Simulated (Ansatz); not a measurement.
**Chromium, hcp under RPBE: ground state and equation of state**

Aim: take chromium in the hcp structure, relax it, solve it on a dense k-mesh, then scale the cell to 7 volumes from 88 to 112 % of the relaxed one and try a fit of the equation of state. The start is antiferromagnetic (alternate layers). The k-meshes are 14×14×8 for the relaxation; 24×24×12 for the dense run; 16×16×8 for the volumes.

This is Cr in the hcp structure; at room conditions it is bcc.

Program: Ansatz 0.2.0. Level of theory: DFT RPBE, plane waves (420 eV) with PAW, scalar-relativistic; PBE-made PAW files. These are calculated values, not measurements.

## Step 1: The starting structure

The structure is hexagonal, space group P6_3/mmc (No. 194). Conventional cell: a = 2.569 Å, b = 2.569 Å, c = 4.196 Å, α = 90.00°, β = 90.00°, γ = 120.00°. Cr (site symmetry -6m2) has 12 Cr at 2.57 Å as nearest neighbours.

Structure file:

```xyz
2
Lattice="2.5693 0.0000 0.0000 -1.2846 2.2250 0.0000 0.0000 0.0000 4.1956" Properties=species:S:1:pos:R:3 pbc="T T T"
Cr    0.0000    1.4834    1.0489
Cr    1.2846    0.7417    3.1467
```

The atoms start with moments of +1.5, -1.5 μB.

## Step 2: Relaxation of the cell

Contents of input.yaml:

```yaml
crystal:
  lattice:
    - [2.569259227, 0.0, 0.0]
    - [-1.2846296135, 2.2250437595, 0.0]
    - [0.0, 0.0, 4.1956003177]
  atoms:
    - { symbol: Cr, position: [0.3333333333, 0.6666666667, 0.25], spin: 1.5 }
    - { symbol: Cr, position: [0.6666666667, 0.3333333333, 0.75], spin: -1.5 }
hamiltonian:
  xc: rpbe
  pseudopotentials:
    kind: paw
    azcp:
      Cr: "pseudopotentials/Cr.paw.azcp"
basis:
  ecutwfc: 420
  fft_grid_basis: typed
kpoints:
  mp_grid: { grid: [14, 14, 8], shift: [0, 0, 0] }
magnetization:
  spin_polarized: true
scf:
  occupations: { method: fermi_dirac, width: 0.05 }
relax:
  max_steps: 60
  f_tol: 0.01
  cell: {}
output:
  write_density: true
  write_potential: true
  elf: true
  volumetric_format: npy
```

After this run come: Single point on a dense mesh; At 88 % of the relaxed volume; At 92 % of the relaxed volume; At 96 % of the relaxed volume; At 100 % of the relaxed volume; At 104 % of the relaxed volume; At 108 % of the relaxed volume; At 112 % of the relaxed volume.

**Question.** What will these runs give? Wanted: space group; conventional cell; volume; shortest distance; gap on the mesh; magnetic state; relative to bcc, antiferromagnetic; V₀, B₀, B₀′.

**Answer**, as computed:

| quantity | value |
| --- | --- |
| space group (spins left aside) | P6_3/mmc (No. 194) |
| conventional cell | a = 2.503 Å, c = 4.489 Å (c/a = 1.794) |
| volume | 12.177 Å³/atom |
| shortest distance | 2.503 Å |
| gap on the mesh | none (levels filled in part) |
| magnetic state | non-magnetic |
| relative to bcc, antiferromagnetic | +435 meV/atom |
| V₀, B₀, B₀′ | 12.174 Å³/atom, 222 GPa, 4.2 |

In words: The relaxation enlarged the cell by 1.5 % in volume. It lies 435 meV/atom above the element's reference form at the same level (bcc, antiferromagnetic, from a run of its own); part of this is magnetic energy, as this run has no moments. The moments die out: the run ends non-magnetic. No gap shows: it is a metal or semimetal at this level. B₀ comes out at 222 GPa; letting shape and positions relax at each volume could only lower it. The symmetry was held, so the structure may be unstable against distortions that break it.
